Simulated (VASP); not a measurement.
# KBr (Pm-3m) in VASP: a series of runs

One crystal, KBr, is run at these levels: PBEsol, r2SCANh+rVV10; tasks: single point.

Everything below comes from runs of VASP 6.6.1. Logs are shortened: lines on timing, memory, paths and dates and some standing lists are left out, and cuts for length are marked.

## (1) The crystal as given

The structure is cubic, space group Pm-3m (No. 221). The conventional cell has a = 4.043 Å, b = 4.043 Å, c = 4.043 Å, α = 90.00°, β = 90.00°, γ = 90.00°. Around Br (site symmetry m-3m) lie 8 K at 3.50 Å. Around K (site symmetry m-3m) lie 8 Br at 3.50 Å.

Measurements of this composition are mostly on another form, of space group No. 225.

## (2) Single point, PBEsol

File INCAR:

```
  ALGO = Normal
  EDIFF = 1E-6
  ENCUT = 520
  GGA = PS
  ISIF = 2
  ISMEAR = 0
  LASPH = True
  LCHARG = True
  LELF = True
  LREAL = False
  LVHAR = True
  LWAVE = False
  NELM = 60
  PREC = Accurate
  SIGMA = 0.1
```

File KPOINTS:

```
k-points
0
Gamma
  7 7 7
```

File POSCAR:

```
KBr
4.0435
    0.999999752690      0.000000000000      0.000000000000
    0.000000000000      0.999999752690      0.000000000000
    0.000000000000      0.000000000000      0.999999752690
Br K
1 1
Direct
    0.5000000000      0.5000000000      0.5000000000
    0.0000000000      0.0000000000      0.0000000000
```

Potentials or basis: VASP PAW PBE potentials, release 64 (Br, K_sv).

Started as:

```console
> cat potpaw_PBE.64/Br/POTCAR potpaw_PBE.64/K_sv/POTCAR > POTCAR
> mpirun -np 1 vasp_std > vasp.out
```

OUTCAR:

```text
EDIFF = 1E-6
   ENCUT = 520
   GGA = PS
   ISIF = 2
   ISMEAR = 0
   LASPH = True
   LREAL = False
   NELM = 60
   PREC = Accurate

 ion  position               nearest neighbor table
   1  0.500  0.500  0.500-
   2  0.000  0.000  0.000-

  LATTYP: Found a simple cubic cell.
 ALAT       =     4.0434990000

  Lattice vectors:

 A1 = (   4.0434990000,   0.0000000000,   0.0000000000)
 A2 = (   0.0000000000,   4.0434990000,   0.0000000000)
 A3 = (   0.0000000000,   0.0000000000,   4.0434990000)

Analysis of symmetry for initial positions (statically):
=====================================================================
 Subroutine PRICEL returns:
 Original cell was already a primitive cell.

 Routine SETGRP: Setting up the symmetry group for a
 simple cubic supercell.

 Subroutine GETGRP returns: Found 48 space group operations
 (whereof 48 operations were pure point group operations)
 out of a pool of 48 trial point group operations.

The static configuration has the point symmetry O_h .

Analysis of symmetry for dynamics (positions and initial velocities):
=====================================================================
 Subroutine PRICEL returns:
 Original cell was already a primitive cell.

 Routine SETGRP: Setting up the symmetry group for a
 simple cubic supercell.

 Subroutine GETGRP returns: Found 48 space group operations
 (whereof 48 operations were pure point group operations)
 out of a pool of 48 trial point group operations.

The dynamic configuration has the point symmetry O_h .

 Subroutine INISYM returns: Found 48 space group operations
 (whereof 48 operations are pure point group operations),
 and found     1 'primitive' translations

----------------------------------------------------------------------------------------

                                     Primitive cell

  volume of cell :      66.1107

  direct lattice vectors                    reciprocal lattice vectors
     4.043499000  0.000000000  0.000000000     0.247310559  0.000000000  0.000000000
     0.000000000  4.043499000  0.000000000     0.000000000  0.247310559  0.000000000
     0.000000000  0.000000000  4.043499000     0.000000000  0.000000000  0.247310559

  length of vectors
     4.043499000  4.043499000  4.043499000     0.247310559  0.247310559  0.247310559

  position of ions in fractional coordinates (direct lattice)
     0.500000000  0.500000000  0.500000000
     0.000000000  0.000000000  0.000000000

  ion indices of the primitive-cell ions
   primitive index   ion index
                 1           1
                 2           2

----------------------------------------------------------------------------------------

 KPOINTS: k-points

Automatic generation of k-mesh.
 Grid dimensions read from file:
 generate k-points for:    7    7    7

 Generating k-lattice:

  Cartesian coordinates                     Fractional coordinates (reciprocal lattice)
     0.035330080  0.000000000  0.000000000     0.142857143  0.000000000  0.000000000
     0.000000000  0.035330080  0.000000000     0.000000000  0.142857143  0.000000000
     0.000000000  0.000000000  0.035330080     0.000000000  0.000000000  0.142857143

  Length of vectors
     0.035330080  0.035330080  0.035330080

  Shift w.r.t. Gamma in fractional coordinates (k-lattice)
     0.000000000  0.000000000  0.000000000

 Subroutine IBZKPT returns following result:
 ===========================================

 Found     20 irreducible k-points:

 Following reciprocal coordinates:
            Coordinates               Weight
  0.000000  0.000000  0.000000      1.000000
  0.142857  0.000000  0.000000      6.000000
  0.285714  0.000000  0.000000      6.000000
  0.428571  0.000000  0.000000      6.000000
  0.142857  0.142857  0.000000     12.000000
  0.285714  0.142857  0.000000     24.000000
[... 12 lines left out ...]
  0.428571  0.428571  0.285714     24.000000
  0.428571  0.428571  0.428571      8.000000
   k-points           NKPTS =     20   k-points in BZ     NKDIM =     20   number of bands    NBANDS=     12
   number of dos      NEDOS =    301   number of ions     NIONS =      2
   total plane-waves  NPLWV =  27000
   dimension x,y,z NGX =    30 NGY =   30 NGZ =   30
   dimension x,y,z NGXF=    60 NGYF=   60 NGZF=   60
   ions per type =               1   1
   NGX,Y,Z   is equivalent  to a cutoff of  12.33, 12.33, 12.33 a.u.
   NGXF,Y,Z  is equivalent  to a cutoff of  24.67, 24.67, 24.67 a.u.
 SYSTEM =  unknown system
   PREC   = accura    normal or accurate (medium, high low for compatibility)
   ISTART =      0    job   : 0-new  1-cont  2-samecut
   ICHARG =      2    charge: 1-file 2-atom 10-const
   ISPIN  =      1    spin polarized calculation?
   LNONCOLLINEAR =      F non collinear calculations
   LSORBIT =      F    spin-orbit coupling
   LASPH  =      T    aspherical Exc in radial PAW
   ENCUT  =  520.0 eV  38.22 Ry    6.18 a.u.   7.52  7.52  7.52*2*pi/ulx,y,z
   NELM   =     60;   NELMIN=  2; NELMDL= -5     # of ELM steps
   EDIFF  = 0.1E-05   stopping-criterion for ELM
   LREAL  =      F    real-space projection
[... 7 lines left out ...]
   TEBEG  =    0.0;   TEEND  =   0.0 temperature during run
   PSTRESS=    0.0 pullay stress
   NELECT =      16.0000    total number of electrons
   NUPDOWN=      -1.0000    fix difference up-down
   EMIN   =  10.00;   EMAX   =-10.00  energy-range for DOS
   EFERMI =   0.00;   METHOD = LEGACY
   ISMEAR =     0;   SIGMA  =   0.10  broadening in eV -4-tet -1-fermi 0-gaus
   EFERMI_NEDOS =   21; number of points for ismear=-14 and -15
   IALGO  =     38    algorithm
   IMIX   =      4    mixing-type and parameters
     AMIX     =   0.40;   BMIX     =  1.00
     AMIX_MAG =   1.60;   BMIX_MAG =  1.00
  volume/ion in A,a.u.               =      33.06       223.07
  Fermi-wavevector in a.u.,A,eV,Ry     =   1.020213  1.927923 14.161412  1.040834
  Thomas-Fermi vector in A             =   2.153770
   LORBIT       =      0    0 simple, 1 ext, 2 COOP (PROOUT), +10 PAW based schemes
   GGA     = PS    functional components
   LHFCALC =     F    Hartree Fock is set to
   AEXX    =    0.0000 exact exchange contribution
   IVDW    =     0    specifies the selected vdW correction
   LEPSILON=     F    determine dielectric tensor
   LRPA    =     F    only Hartree local field effects (RPA)
 non-spin polarized calculation
 Gauss-broadening in eV      SIGMA  =   0.10
  energy-cutoff  :      520.00
  volume of cell :       66.11
 maximum number of plane-waves:      1806
 NGX is ok and might be reduce to    30
   NGX = 15   NGY = 15   NGZ = 15

 number of electron      15.9999999 magnetization

 Free energy of the ion-electron system (eV)
  ---------------------------------------------------
  ext. energy  EPLUGINS =         0.00000000
  ---------------------------------------------------
  free energy    TOTEN  =        -6.34380193 eV

  energy without entropy =       -6.34380193  energy(sigma->0) =       -6.34380193

 E-fermi :  -0.3332     XC(G=0):  -8.0040

 val. band max:       -0.8781479052   @ k =   0.4286   0.4286   0.0000
 cond. band min:       2.8517942383   @ k =   0.0000   0.0000   0.0000
 fundamental gap:      3.7299421435
 Fermi energy:        -0.3332476756

 k-point     1 :       0.0000    0.0000    0.0000
  band No.  band energies     occupation
      1     -29.3352      2.00000
      2     -13.6493      2.00000
      3     -12.8230      2.00000
      4     -12.8230      2.00000
      5     -12.8230      2.00000
      6      -1.1188      2.00000
      7      -1.1188      2.00000
      8      -1.1188      2.00000
      9       2.8518      0.00000
     10       4.8957      0.00000
     11       4.8957      0.00000
     12       8.8028      0.00000

 k-point     2 :       0.1429    0.0000    0.0000
  band No.  band energies     occupation
      1     -29.3333      2.00000
      2     -13.6773      2.00000
      3     -12.8192      2.00000
      4     -12.8192      2.00000
      5     -12.7919      2.00000
      6      -1.5513      2.00000
      7      -1.1134      2.00000
      8      -1.1134      2.00000
      9       3.3349      0.00000
     10       5.0529      0.00000
     11       5.3160      0.00000
     12       8.7329      0.00000

 k-point     3 :       0.2857    0.0000    0.0000
  band No.  band energies     occupation
      1     -29.3289      2.00000
      2     -13.7387      2.00000
      3     -12.8108      2.00000
      4     -12.8108      2.00000
      5     -12.7212      2.00000
      6      -2.2952      2.00000
      7      -1.1016      2.00000
      8      -1.1016      2.00000
      9       4.3093      0.00000
     10       5.5039      0.00000
     11       6.2376      0.00000
     12       8.6612      0.00000
[... 226 lines left out ...]
 k-point    19 :       0.4286    0.4286    0.2857
  band No.  band energies     occupation
      1     -29.3103      2.00000
      2     -13.3648      2.00000
      3     -12.9417      2.00000
      4     -12.9183      2.00000
      5     -12.8803      2.00000
      6      -2.2452      2.00000
      7      -2.2358      2.00000
      8      -1.8219      2.00000
      9       5.4386      0.00000
     10       6.5799      0.00000
     11       6.6410      0.00000
     12       7.4253      0.00000

 k-point    20 :       0.4286    0.4286    0.4286
  band No.  band energies     occupation
      1     -29.3071      2.00000
      2     -13.3041      2.00000
      3     -12.9304      2.00000
      4     -12.9304      2.00000
      5     -12.9277      2.00000
      6      -2.2458      2.00000
      7      -2.2458      2.00000
      8      -2.2230      2.00000
      9       6.1365      0.00000
     10       6.4105      0.00000
     11       6.4105      0.00000
     12       8.2737      0.00000

------------------------ aborting loop because EDIFF is reached ----------------------------------------

  FORCE on cell =-STRESS in cart. coord.  units (eV):
  Direction    XX          YY          ZZ          XY          YZ          ZX
  --------------------------------------------------------------------------------------
  -------------------------------------------------------------------------------------
  Total       -0.5012273     -0.5012273     -0.5012273     -0.0000000      0.0000000     -0.0000000
  in kB      -12.1471191    -12.1471191    -12.1471191     -0.0000000      0.0000000     -0.0000000
  external PRESSURE =     -12.1471191 kB  Pullay stress =       0.0000000 kB

 VOLUME and BASIS-vectors are now :
 -----------------------------------------------------------------------------
  energy-cutoff  :      520.00
  volume of cell :       66.11
      direct lattice vectors                 reciprocal lattice vectors
     4.043499000  0.000000000  0.000000000     0.247310559  0.000000000  0.000000000
     0.000000000  4.043499000  0.000000000     0.000000000  0.247310559  0.000000000
     0.000000000  0.000000000  4.043499000     0.000000000  0.000000000  0.247310559

 POSITION                                       TOTAL-FORCE (eV/Angst)
 -----------------------------------------------------------------------------------
      2.02175      2.02175      2.02175         0.000000      0.000000      0.000000
      0.00000      0.00000      0.00000         0.000000      0.000000      0.000000
 -----------------------------------------------------------------------------------
    total drift:                                0.000000      0.000000     -0.000000

  FREE ENERGIE OF THE ION-ELECTRON SYSTEM (eV)
  ---------------------------------------------------
  free  energy   TOTEN  =        -6.3438019262 eV

  energy  without entropy=       -6.3438019262  energy(sigma->0) =       -6.34380193
```

Wall time 17 s (1 thread of Intel Xeon Platinum 8559C (Emerald Rapids), shared host); peak memory 0.16 GiB.

Results:

* Free energy: -6.3438 eV
* Pressure: -1.2 GPa
* Band gap on the k mesh: 3.73 eV, indirect (least direct gap 3.97 eV)

Caveat: the PAW data sets were made with another functional, which shifts forces and pressure a little; an odd mesh through Γ misses points on the zone boundary, where band edges often lie.

## (3) Single point, PBEsol

File run.py:

```python
from ase.calculators.vasp import Vasp
from ase.dft.bandgap import bandgap
from ase.io import read

atoms = read('KBr.xyz')
calc = Vasp(
    directory='calc',
    xc='pbesol',
    pp='PBE',
    setups='materialsproject',
    prec='Accurate',
    encut=520,
    ediff=1e-06,
    ismear=0,
    sigma=0.1,
    lreal=False,
    lasph=True,
    nelm=60,
    algo='Normal',
    isif=2,
    lwave=False,
    lcharg=False,
    kpts=[7, 7, 7],
    gamma=True,
    nbands=15,
)
atoms.calc = calc

print('energy (eV):', atoms.get_potential_energy())
print('free energy (eV):', atoms.get_potential_energy(force_consistent=True))
print('forces (eV/A):')
print(atoms.get_forces())
print('stress (eV/A^3, Voigt):', atoms.get_stress())
print('Fermi level (eV):', calc.get_fermi_level())
gap, top, bottom = bandgap(calc)
print('band gap (eV):', gap, 'from (spin, k, band)', top, 'to', bottom)
```

File KBr.xyz:

```xyz
2
Lattice="4.0434990000 0.0000000000 0.0000000000 0.0000000000 4.0434990000 0.0000000000 0.0000000000 0.0000000000 4.0434990000" Properties=species:S:1:pos:R:3 pbc="T T T"
Br     2.0217495000      2.0217495000      2.0217495000
K      0.0000000000      0.0000000000      0.0000000000
```

Potentials or basis: VASP PAW PBE potentials, release 64 (Br, K_sv).

Started as:

```console
> python run.py
```

Run time: 24 s. Hardware: 1 thread of Intel Xeon Platinum 8559C (Emerald Rapids), shared host; peak memory 0.16 GiB.

Results (log left out):

```yaml
Free_energy: -6.3438 eV
Pressure: -1.2 GPa
Band_gap_on_the_k_mesh: 3.73 eV, indirect (least direct gap 3.97 eV)
```

Levels at points of the mesh, in eV from the valence-band top:
| k point | band 5 | band 6 | band 7 | band 8 | band 9 | band 10 | band 11 | band 12 |
| --- | --- | --- | --- | --- | --- | --- | --- | --- |
| (0.00, 0.00, 0.00) | -11.94 | -0.24 | -0.24 | -0.24 | 3.73 | 5.77 | 5.77 | 9.68 |

Caveat: the PAW data sets were made with another functional, which shifts forces and pressure a little; an odd mesh through Γ misses points on the zone boundary, where band edges often lie.

## (4) Single point, r2SCANh+rVV10 (atoms moved at random, drawn with an rms of 0.1 Å)

File POSCAR:

```
KBr
1.0
    4.0434990000      0.0000000000      0.0000000000
    0.0000000000      4.0434990000      0.0000000000
    0.0000000000      0.0000000000      4.0434990000
Br K
1 1
Direct
    0.5235530000      0.5024030000      0.4942830000
   -0.0196970000     -0.0026310000      0.0045180000
```

File INCAR.step1:

```
SYSTEM = KBr
  PREC = Accurate
  ENCUT = 520
  EDIFF = 1E-5
  ISMEAR = 0
  SIGMA = 0.01
  LREAL = .FALSE.
  LASPH = .TRUE.
  NELM = 60
  ALGO = Normal
  ISIF = 2
  LWAVE = .TRUE.
  LCHARG = .FALSE.
  GGA = PE
```

File INCAR.step2:

```
SYSTEM = KBr
  PREC = Accurate
  ENCUT = 520
  EDIFF = 1E-7
  ISMEAR = 0
  SIGMA = 0.01
  LREAL = .FALSE.
  LASPH = .TRUE.
  NELM = 60
  ALGO = Normal
  ISIF = 2
  LWAVE = .FALSE.
  LCHARG = .FALSE.
  METAGGA = R2SCAN
  LHFCALC = .TRUE.
  AEXX = 0.1
  LMIXTAU = .TRUE.
  PRECFOCK = Fast
  LUSE_VDW = .TRUE.
  IVDW_NL = 2
  BPARAM = 11.95
  CPARAM = 0.0093
  ISTART = 1
```

File KPOINTS:

```
regular mesh
0
G
  4 4 4
  0 0 0
```

Started as:

```console
> cat potpaw_PBE.64/Br/POTCAR potpaw_PBE.64/K_sv/POTCAR > POTCAR
> cp INCAR.step1 INCAR
> mpirun -np 1 vasp_std > vasp.out
> cp INCAR.step2 INCAR
> mpirun -np 1 vasp_std > vasp.out
```

Wall time 8.7 min (1 thread of Intel Xeon Platinum 8559C (Emerald Rapids), shared host); peak memory 0.31 GiB.

It converged, with:

| Property | Result |
| --- | --- |
| Free energy | -21.5414 eV |
| Pressure | -1.3 GPa |
| Largest force | 0.111 eV/Å |
| Band gap on the k mesh | 5.13 eV, indirect (least direct gap 5.40 eV) |

Forces in eV/Å, atoms in the order of the input:
```
Br  -0.107 -0.014  0.029
K    0.107  0.014 -0.029
```

Stress tensor (GPa, compression positive):
```
-1.31  0.04 -0.07
 0.04 -1.28 -0.01
-0.07 -0.01 -1.28
```

Levels at points of the mesh, in eV from the valence-band top:
```csv
k point,band 5,band 6,band 7,band 8,band 9,band 10,band 11,band 12
"(0.00, 0.00, 0.00)",-12.72,-0.28,-0.28,-0.28,5.13,7.05,7.12,11.31
"(0.50, 0.00, 0.00)",-12.54,-2.01,-0.24,-0.24,7.78,8.44,9.07,10.27
"(0.00, 0.50, 0.00)",-12.53,-2.02,-0.25,-0.22,7.75,8.45,9.02,10.03
"(0.00, 0.00, 0.50)",-12.53,-2.02,-0.25,-0.22,7.75,8.45,9.02,10.04
"(0.50, 0.50, 0.00)",-12.69,-1.46,-1.46,-0.01,6.43,7.89,9.54,9.56
"(0.00, 0.50, 0.50)",-12.70,-1.46,-1.46,0.00,6.45,7.94,9.53,9.54
"(0.50, 0.00, 0.50)",-12.69,-1.46,-1.46,-0.01,6.43,7.89,9.54,9.56
"(0.50, 0.50, 0.50)",-12.84,-1.48,-1.48,-1.48,8.56,8.56,8.63,11.07
```

Caveat: the PAW data sets were made with another functional, which shifts forces and pressure a little.

## (5) The reference run

An earlier run on the cell as given: functional PBE; potentials or basis VASP PAW PBE potentials, release 64 (Br, K_sv); cutoff 520 eV; k mesh 7 × 7 × 7; occupations fermi-dirac, width 0.05 eV; no spin polarisation.

* Pressure: 0.0 GPa
* Band gap on the k mesh: 3.89 eV, indirect (least direct gap 4.12 eV)

## (6) The runs side by side

| level | cell | k mesh | smearing | grid for exact exchange (PRECFOCK) | exchange at q = 0 | gap on the mesh (eV) | pressure (GPa) |
| --- | --- | --- | --- | --- | --- | --- | --- |
| PBEsol | as given | 7 × 7 × 7 | gaussian 0.1 eV | - | - | 3.73 | -1.2 |
| r2SCANh+rVV10 | atoms moved at random, drawn with an rms of 0.1 Å | 4 × 4 × 4 | gaussian 0.01 eV | Fast | default | 5.13 | -1.3 |
| PBE | as given | 7 × 7 × 7 | fermi-dirac 0.05 eV | - | - | 3.89 | 0.0 |

Alike in all rows: task single point; potentials or basis VASP PAW PBE potentials, release 64 (Br, K_sv); no spin polarisation; cutoff (eV) 520.

Caveats: the PAW data sets were made with another functional, which shifts forces and pressure a little (some runs); an odd mesh through Γ misses points on the zone boundary, where band edges often lie (some runs).

Absolute energies hang on the potentials; compare differences alone.
